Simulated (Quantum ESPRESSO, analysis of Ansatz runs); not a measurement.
# Migration in Al2O3 (R-3c): V_O hop (2.6 Å), charge +2 (Quantum ESPRESSO), part 2 of 3

How high is the barrier when O changes place in Al2O3 (R-3c)? The case: V_O hop (2.6 Å), charge +2, in a cell of 80 host atoms with 1 O taken out.

Quantum ESPRESSO 7.5; Quantum ESPRESSO plane-wave DFT, PBEsol, GBRV 1.5 PBEsol potentials; nudged elastic band between two relaxed defect structures at fixed charge in a uniform background.

So far: Set-up; Relaxation of the start point, charge +2.

## (3) Relaxation of the end point, charge +2

Level of this step: Quantum ESPRESSO plane-wave DFT, PBEsol, GBRV 1.5 PBEsol potentials; relaxation of all atoms of a defect supercell at fixed charge in a uniform background (Quantum ESPRESSO).

The end point is relaxed in the same cell and settings, so that the two energies compare. Atoms more than 3.2 Å from the middle of the hop start where the first relaxation left them, the nearer ones on or close to their ideal places, with small random displacements.

File pw.in:

```
&CONTROL
  calculation = 'relax'
  prefix = 'pwscf'
  outdir = './tmp'
  pseudo_dir = './pseudo'
  tprnfor = .true.
  disk_io = 'low'
  nstep = 70
  forc_conv_thr = 0.00078
  etot_conv_thr = 0.0001
/
&SYSTEM
  ibrav = 0
  nat = 79
  ntyp = 2
  ecutwfc = 36
  ecutrho = 288
  nbnd = 192
  occupations = 'fixed'
  tot_charge = 2
  nosym = .true.
/
&ELECTRONS
  conv_thr = 8d-08
  electron_maxstep = 100
  mixing_beta = 0.5
/
&IONS
  ion_dynamics = 'bfgs'
/
ATOMIC_SPECIES
Al    26.9815 al_pbesol_v1.uspp.F.UPF
O     15.9990 o_pbesol_v1.2.uspp.F.UPF
CELL_PARAMETERS angstrom
   4.7750098375    2.7568532680    8.6755442391
  -4.7750098375    2.7568532680    8.6755442391
   0.0000000000   -5.5137065361    8.6755442391
ATOMIC_POSITIONS crystal
Al     0.3216711854    0.3216661805    0.3200983031
Al     0.4259733892    0.4270710318    0.4249870461
[... 4 atom lines left out ...]
O      0.0277631468    0.3761689413    0.2211907418
[... 8 atom lines left out ...]
O      0.4721281291    0.1255123090    0.7784718571
[... 24 atom lines left out ...]
Al     0.8241765761    0.3245478719    0.3227086622
Al     0.9269774122    0.4264568986    0.4250422504
[... 3 atom lines left out ...]
O      0.9715206217    0.1252227381    0.2789891855
[... 5 atom lines left out ...]
Al     0.5731585369    0.0737408300    0.5738895478
Al     0.6753804133    0.1772030833    0.6754233777
[... 2 atom lines left out ...]
O      0.5282021683    0.3759836773    0.7210314438
O      0.6241183967    0.2786615971    0.4727571696
[... 6 atom lines left out ...]
O      0.7216837471    0.5269503431    0.3758866150
[... 7 atom lines left out ...]
Al     0.5742483581    0.5747680070    0.5727566158
[... 6 atom lines left out ...]
O      0.7773467175    0.9727575099    0.6241679416
K_POINTS gamma
```

Command:

```bash
$ OMP_NUM_THREADS=1 mpirun -n 4 pw.x -in pw.in > pw.out
```

Log:

```text
[shortened: banners, details of potentials and solvers, and blank lines are left out]
[banner, memory and clock lines left out]
     gamma-point specific algorithms are used
     one sub-group per band group will be used
     bravais-lattice index     =            0
     lattice parameter (alat)  =      19.4252  a.u.
     unit-cell volume          =    4624.1563 (a.u.)^3
     number of atoms/cell      =           79
     number of atomic types    =            2
     number of electrons       =       376.00
     number of Kohn-Sham states=          192
     kinetic-energy cutoff     =      36.0000  Ry
     charge density cutoff     =     288.0000  Ry
     scf convergence threshold =      8.0E-08
     mixing beta               =       0.5000
     number of iterations used =            8  plain     mixing
     energy convergence thresh.=      1.0E-04
     force convergence thresh. =      7.8E-04
     Exchange-correlation= SLA  PW   PSX  PSC
                           (   1   4  10   8   0   0   0)
     nstep                     =           70
     crystal axes: (cart. coord. in units of alat)
               a(1) = (   0.464522   0.268192   0.843974 )
               a(2) = (  -0.464522   0.268192   0.843974 )
               a(3) = (   0.000000  -0.536384   0.843974 )
     PseudoPot. # 1 for Al read from file:
     al_pbesol_v1.uspp.F.UPF
     Pseudo is Ultrasoft + core correction, Zval =  3.0
[...]
PseudoPot. # 2 for O  read from file:
     o_pbesol_v1.2.uspp.F.UPF
     Pseudo is Ultrasoft + core correction, Zval =  6.0
[...]
atomic species   valence    mass     pseudopotential
     Al                3.00    26.98150     Al( 1.00)
     O                 6.00    15.99900     O ( 1.00)
     No symmetry found
     site n.     atom                  positions (alat units)
         1        Al     tau(   1) = (   0.0000023   0.0008423   0.8131146  )
         2        Al     tau(   2) = (  -0.0005099   0.0008234   1.0786253  )
         3        Al     tau(   3) = (  -0.0001862   0.0013412   0.1883622  )
         4        Al     tau(   4) = (   0.0068102   0.0044776   0.4471931  )
         5        O      tau(   5) = (   0.0898058  -0.1339528   0.5280405  )
         6        O      tau(   6) = (   0.1622829   0.0104619   0.7389946  )
         7        O      tau(   7) = (  -0.1618423  -0.0103118   0.5275874  )
         8        O      tau(   8) = (   0.0754669   0.1494050   0.5279717  )
[...]
number of k points=     1
                       cart. coord. in units 2pi/alat
        k(    1) = (   0.0000000   0.0000000   0.0000000), wk =   2.0000000
     Dense  grid:   190929 G-vectors     FFT dimensions: ( 108, 108, 108)
     Smooth grid:    67502 G-vectors     FFT dimensions: (  75,  75,  75)
     starting charge     377.9246, renormalised to     376.0000
     Self-consistent Calculation
     iteration #  1     ecut=    36.00 Ry     beta= 0.50
     total energy              =   -1734.47296535 Ry
     estimated scf accuracy    <      17.86779644 Ry
     iteration #  2     ecut=    36.00 Ry     beta= 0.50
     total energy              =   -1739.10822994 Ry
     estimated scf accuracy    <       3.63836525 Ry
     iteration #  3     ecut=    36.00 Ry     beta= 0.50
     total energy              =   -1739.87163671 Ry
     estimated scf accuracy    <       1.02124033 Ry
[...]
[... 80 further cycles ...]
[...]
estimated scf accuracy    <       0.00000030 Ry
     iteration #  4     ecut=    36.00 Ry     beta= 0.50
     total energy              =   -1740.15369889 Ry
     estimated scf accuracy    <       0.00000004 Ry
     iteration #  5     ecut=    36.00 Ry     beta= 0.50
     total energy              =   -1740.15369889 Ry
     estimated scf accuracy    <          3.7E-09 Ry
     iteration #  6     ecut=    36.00 Ry     beta= 0.50
     End of self-consistent calculation
          k = 0.0000 0.0000 0.0000 (  8449 PWs)   bands (ev):
   -11.7201 -10.8389 -10.7643 -10.6817 -10.6475 -10.5692 -10.5623 -10.5538
   -10.5379 -10.4994 -10.4966 -10.4500  -9.9829  -9.8594  -9.8433  -9.7129
    -9.6891  -9.6186  -9.5621  -9.4616  -9.4471  -9.3848  -9.3699  -9.2287
    -9.2000  -9.1915  -9.1641  -9.1131  -9.1008  -9.0693  -9.0558  -9.0323
    -9.0280  -9.0165  -8.9624  -8.9457  -8.9286  -8.9086  -8.9012  -8.8805
    -8.8763  -8.8695  -8.7822  -8.7393  -8.6883  -8.6265  -8.6227   0.5031
     0.8341   0.8726   0.9295   0.9782   1.0266   1.0804   1.2122   1.2416
     1.3101   1.4741   1.5350   1.6461   1.7284   1.7978   1.8020   1.8521
[...]
highest occupied, lowest unoccupied level (ev):     7.3909   10.9774
!    total energy              =   -1740.15369889 Ry
     estimated scf accuracy    <          2.3E-10 Ry
     The total energy is the sum of the following terms:
     one-electron contribution =    -331.79940690 Ry
     hartree contribution      =     437.87986951 Ry
     xc contribution           =    -484.52754593 Ry
     ewald contribution        =   -1361.70661557 Ry
     convergence has been achieved in   6 iterations
     Forces acting on atoms (cartesian axes, Ry/au):
     atom    1 type  1   force =    -0.00007804   -0.00017165   -0.00019195
     atom    2 type  1   force =     0.00019714   -0.00031746    0.00029323
     atom    3 type  1   force =     0.00055389    0.00070991   -0.00014586
     atom    4 type  1   force =    -0.00005657    0.00047808   -0.00002426
     atom    5 type  2   force =     0.00027599    0.00028653    0.00034617
     atom    6 type  2   force =     0.00030266   -0.00000202    0.00018134
     atom    7 type  2   force =    -0.00008902    0.00034319    0.00017198
     atom    8 type  2   force =     0.00032153   -0.00011052   -0.00023871
[...]
Total force =     0.004697     Total SCF correction =     0.000030
     Energy error            =      5.3E-05 Ry
     Gradient error          =      9.5E-04 Ry/Bohr
     number of scf cycles    =  13
     number of bfgs steps    =  12
     energy             old  =   -1740.1536462690 Ry
     energy             new  =   -1740.1536988915 Ry
     CASE: energy            _new < energy            _old
     new trust radius        =       0.0031327097 bohr
     new conv_thr            =       0.0000000008 Ry
ATOMIC_POSITIONS (crystal)
Al               0.3246975288        0.3243411235        0.3223572206
Al               0.4254463208        0.4278758392        0.4257164466
Al               0.0731020043        0.0755494550        0.0735293279
Al               0.1751109018        0.1743437057        0.1809305450
O                0.2215913466        0.0266973496        0.3789471989
O                0.4726190024        0.1249730847        0.2780768236
O                0.0214270375        0.3702429970        0.2352228640
O                0.3726705265        0.2223765889        0.0293566425
[...]
Self-consistent Calculation
     iteration #  1     ecut=    36.00 Ry     beta= 0.50
     total energy              =   -1740.15372765 Ry
     estimated scf accuracy    <       0.00001633 Ry
     iteration #  2     ecut=    36.00 Ry     beta= 0.50
     total energy              =   -1740.15372844 Ry
     estimated scf accuracy    <       0.00000182 Ry
     iteration #  3     ecut=    36.00 Ry     beta= 0.50
     total energy              =   -1740.15372871 Ry
     estimated scf accuracy    <       0.00000017 Ry
     iteration #  4     ecut=    36.00 Ry     beta= 0.50
     total energy              =   -1740.15372874 Ry
     estimated scf accuracy    <       0.00000003 Ry
     iteration #  5     ecut=    36.00 Ry     beta= 0.50
     total energy              =   -1740.15372874 Ry
     estimated scf accuracy    <          1.7E-09 Ry
     iteration #  6     ecut=    36.00 Ry     beta= 0.50
     End of self-consistent calculation
          k = 0.0000 0.0000 0.0000 (  8449 PWs)   bands (ev):
   -11.7202 -10.8389 -10.7643 -10.6817 -10.6470 -10.5692 -10.5627 -10.5534
   -10.5385 -10.4994 -10.4968 -10.4503  -9.9821  -9.8594  -9.8436  -9.7133
    -9.6892  -9.6191  -9.5619  -9.4620  -9.4469  -9.3840  -9.3701  -9.2282
    -9.2007  -9.1922  -9.1642  -9.1135  -9.1007  -9.0698  -9.0555  -9.0321
    -9.0275  -9.0167  -8.9618  -8.9455  -8.9285  -8.9082  -8.9019  -8.8807
    -8.8759  -8.8698  -8.7828  -8.7394  -8.6875  -8.6262  -8.6229   0.5031
     0.8337   0.8727   0.9293   0.9787   1.0265   1.0806   1.2122   1.2419
     1.3099   1.4743   1.5348   1.6466   1.7284   1.7982   1.8014   1.8521
[...]
highest occupied, lowest unoccupied level (ev):     7.3912   10.9789
!    total energy              =   -1740.15372874 Ry
     estimated scf accuracy    <          1.2E-10 Ry
     The total energy is the sum of the following terms:
     one-electron contribution =    -331.79315028 Ry
     hartree contribution      =     437.87684296 Ry
     xc contribution           =    -484.52794843 Ry
     ewald contribution        =   -1361.70947299 Ry
     convergence has been achieved in   6 iterations
     Forces acting on atoms (cartesian axes, Ry/au):
     atom    1 type  1   force =     0.00001759    0.00007187   -0.00008850
     atom    2 type  1   force =    -0.00006120   -0.00009959    0.00021693
     atom    3 type  1   force =     0.00023731    0.00039389    0.00007666
     atom    4 type  1   force =     0.00016728    0.00048267    0.00006229
     atom    5 type  2   force =     0.00003495    0.00031303    0.00014504
     atom    6 type  2   force =     0.00020780    0.00005061    0.00007466
     atom    7 type  2   force =     0.00018430    0.00061356    0.00009399
     atom    8 type  2   force =     0.00030516   -0.00016139   -0.00003312
[...]
Total force =     0.003317     Total SCF correction =     0.000027
     Energy error            =      3.0E-05 Ry
     Gradient error          =      7.0E-04 Ry/Bohr
     bfgs converged in  14 scf cycles and  13 bfgs steps
     (criteria: energy <  1.0E-04 Ry, force <  7.8E-04 Ry/Bohr)
     End of BFGS Geometry Optimization
     Final energy             =   -1740.1537287408 Ry
Begin final coordinates
ATOMIC_POSITIONS (crystal)
Al               0.3246975288        0.3243411235        0.3223572206
Al               0.4254463208        0.4278758392        0.4257164466
Al               0.0731020043        0.0755494550        0.0735293279
Al               0.1751109018        0.1743437057        0.1809305450
O                0.2215913466        0.0266973496        0.3789471989
O                0.4726190024        0.1249730847        0.2780768236
O                0.0214270375        0.3702429970        0.2352228640
O                0.3726705265        0.2223765889        0.0293566425
[...]
End final coordinates
```

Run time: 4.6 min. Hardware: 4 MPI ranks of Arm Neoverse V1, shared host; peak memory 1.3 GiB.

Step by step:

| step | energy less that of the first step (eV) |
| --- | --- |
| 0 | 0.0000 |
| 1 | -2.1248 |
| 2 | -2.8509 |
| 3 | -3.0383 |
| 4 | -3.1586 |
| 5 | -3.1991 |
| 6 | -3.2371 |
| 7 | -3.2557 |
| 8 | -3.2645 |
| 9 | -3.2704 |
| 10 | -3.2730 |
| 11 | -3.2744 |
| 12 | -3.2751 |
| 13 | -3.2755 |

The atoms that moved most (Å):

| atom | dx | dy | dz | length |
| --- | --- | --- | --- | --- |
| Al53 | -0.098 | -0.221 | -0.147 | 0.283 |
| Al13 | 0.233 | -0.013 | 0.149 | 0.277 |
| Al42 | -0.059 | 0.119 | 0.123 | 0.181 |
| Al41 | -0.082 | 0.104 | -0.119 | 0.178 |
| O16 | -0.071 | -0.045 | -0.076 | 0.114 |
| O7 | -0.002 | -0.111 | 0.015 | 0.112 |
| Al11 | -0.072 | -0.082 | 0.002 | 0.110 |
| Al4 | -0.066 | -0.080 | 0.005 | 0.104 |

Neighbours of O57 at the end:

| atom | distance (Å) |
| --- | --- |
| Al41 | 1.851 |
| Al2 | 1.920 |
| Al53 | 1.943 |
| Al52 | 2.044 |
| O79 | 2.467 |
| O16 | 2.572 |
| O64 | 2.637 |
| O18 | 2.674 |
| O56 | 2.678 |

This step gave:

| Property | Result |
| --- | --- |
| highest filled level | 7.391 eV |
| lowest empty level | 10.98 eV |
| r.m.s. move of the farther half of the atoms | 0.03533 Å |
| largest move from the ideal geometry of this structure, a common shift of the far atoms taken out | 0.2906 Å |

The relaxation gained 3.275 eV and ended with a largest force component of 0.018 eV/Å. The end lies within 1 meV of the start.

(Part 2 of 3 ends here.)

[Logs are printed without paths, hosts, clocks, repeated set-up lines and the standing remarks that a program may print on its own settings, such as how far it seeks lower states.]

[Hosts, paths, dates, database ids (printed as entryN), source tags and the programs' standing remarks are cut or masked in the printed files.]
